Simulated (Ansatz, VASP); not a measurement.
MgB2 in VASP and in Ansatz

```
Mg B
1.0
     3.01444    0.00000    0.00000
    -1.50722    2.61059    0.00000
     0.00000    0.00000    3.39586
Mg B
1 2
Direct
  0.00000 0.00000 0.00000
  0.33333 0.66667 0.50000
  0.66667 0.33333 0.50000
```

Alike in both runs: functional PBEsol; k mesh 18 × 18 × 12; occupations gaussian, width 0.1 eV; no spin polarisation.

Ansatz relaxed the structure, and its values are those at the end. VASP's run is a single point on that final structure, the one shown.

```csv
,VASP,Ansatz
version,VASP 6.6.1,Ansatz 0.2.0
potentials or method,"VASP PAW PBE potentials, release 64 (Mg, B)","scalar-relativistic, plane waves, PAW"
plane-wave cutoff (eV),520,420
valence electrons in the cell,8,16
```

|  | VASP | Ansatz | Ansatz less VASP |
| --- | --- | --- | --- |
| gap on the k mesh at the Fermi level (eV) | none | none | - |
| pressure (GPa) | 10.3 | 10.2 | -0.09 |

A gap of «none» marks a metal or a gap that the smearing closes. The two sets of potentials don't hold the same shells in valence.

Caveats: the PAW data sets were made with another functional, which shifts forces and pressure a little (VASP).
